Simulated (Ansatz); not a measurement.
MgF2 built on the rutile prototype, relaxed with r2SCAN in Ansatz. Space group P4_2/mnm (No. 136), tetragonal; conventional cell a = 4.622 Å, c = 3.046 Å, 10.85 Å³ an atom. Mg is surrounded by 6 F at 1.98–1.99 Å; F is surrounded by 3 Mg at 1.98–1.99 Å.

The axes x, y and z are those of this cell:
```
CELL_PARAMETERS angstrom
4.62202 0.00000 0.00000
0.00000 4.62202 0.00000
0.00000 0.00000 3.04611
ATOMIC_POSITIONS crystal
Mg 0.00000 0.00000 0.00000
Mg 0.50000 0.50000 0.50000
F 0.30295 0.30295 0.00000
F 0.19705 0.80295 0.50000
F 0.80295 0.19705 0.50000
F 0.69705 0.69705 0.00000
```

Unstrained: With PBE the gap is 7.159 eV and direct, at Γ. The r2SCAN gap is direct at Γ: 8.071 eV. The HSE06 gap is direct at Γ: 9.471 eV. Meshes: PBE 6×6×8, r2SCAN 6×6×8, HSE06 4×4×6. Strains are changes of length per length. After each strain the atoms were relaxed again with r2SCAN in this cell and within any symmetry left, so distortions that break it or need a larger cell weren't tested; points keep the names that they have in the unstrained zone. (Simulation; spin polarisation is off.)

(1) Apply uniaxial -3.0 % along z, other directions held. How far does the gap move, against the unstrained cell?

(2) Apply uniaxial -2.0 % along z, other directions held. How far does the gap move, against the unstrained cell?

(3) Apply uniaxial +1.0 % along z, other directions held. How far does the gap move, against the unstrained cell?

(4) Estimate what uniaxial +4.0 % along z, other directions held does to the gap.

(5) Estimate what uniaxial -1.0 % along z, other directions held does to the gap.

(6) Apply uniaxial +2.0 % along z, other directions held. How far does the gap move, against the unstrained cell?

(7) Apply uniaxial -4.0 % along z, other directions held. How far does the gap move, against the unstrained cell?

(8) Apply uniaxial +3.0 % along z, other directions held. How far does the gap move, against the unstrained cell?

(9) Order the strained cells by their HSE06 gap, smallest first.
A. uniaxial -1.0 % along z, other directions held
B. uniaxial -2.0 % along z, other directions held
C. uniaxial +2.0 % along z, other directions held
D. uniaxial +1.0 % along z, other directions held
E. uniaxial +4.0 % along z, other directions held
F. uniaxial +3.0 % along z, other directions held
G. uniaxial -4.0 % along z, other directions held
H. uniaxial -3.0 % along z, other directions held

Results:

(1) PBE: the gap goes from 7.159 to 7.405 eV (+0.246 eV). r2SCAN: the gap goes from 8.071 to 8.327 eV (+0.256 eV). HSE06: the gap goes from 9.471 to 9.735 eV (+0.264 eV). The r2SCAN energy rises by 6.7 meV an atom.

(2) PBE: the gap goes from 7.159 to 7.323 eV (+0.164 eV). r2SCAN: the gap goes from 8.071 to 8.241 eV (+0.170 eV). HSE06: the gap goes from 9.471 to 9.647 eV (+0.176 eV). The r2SCAN energy rises by 2.9 meV an atom.

(3) PBE: the gap goes from 7.159 to 7.077 eV (-0.082 eV). r2SCAN: the gap goes from 8.071 to 7.986 eV (-0.085 eV). HSE06: the gap goes from 9.471 to 9.384 eV (-0.087 eV). The r2SCAN energy rises by 0.7 meV an atom.

(4) PBE: the gap goes from 7.159 to 6.838 eV (-0.321 eV). r2SCAN: the gap goes from 8.071 to 7.738 eV (-0.333 eV). HSE06: the gap goes from 9.471 to 9.129 eV (-0.342 eV). The r2SCAN energy rises by 10.5 meV an atom.

(5) PBE: the gap goes from 7.159 to 7.240 eV (+0.081 eV). r2SCAN: the gap goes from 8.071 to 8.156 eV (+0.085 eV). HSE06: the gap goes from 9.471 to 9.559 eV (+0.088 eV). The r2SCAN energy rises by 0.7 meV an atom.

(6) PBE: the gap goes from 7.159 to 6.997 eV (-0.162 eV). r2SCAN: the gap goes from 8.071 to 7.903 eV (-0.168 eV). HSE06: the gap goes from 9.471 to 9.298 eV (-0.173 eV). The r2SCAN energy rises by 2.7 meV an atom.

(7) PBE: the gap goes from 7.159 to 7.488 eV (+0.329 eV). r2SCAN: the gap goes from 8.071 to 8.414 eV (+0.343 eV). HSE06: the gap goes from 9.471 to 9.823 eV (+0.352 eV). The r2SCAN energy rises by 12.1 meV an atom.

(8) PBE: the gap goes from 7.159 to 6.917 eV (-0.242 eV). r2SCAN: the gap goes from 8.071 to 7.820 eV (-0.251 eV). HSE06: the gap goes from 9.471 to 9.213 eV (-0.258 eV). The r2SCAN energy rises by 6.0 meV an atom.

(9) E (9.13 eV), F (9.21 eV), C (9.30 eV), D (9.38 eV), A (9.56 eV), B (9.65 eV), H (9.73 eV), G (9.82 eV).

The meshes of the hybrids are coarse, so their gaps aren't converged to the digits shown.
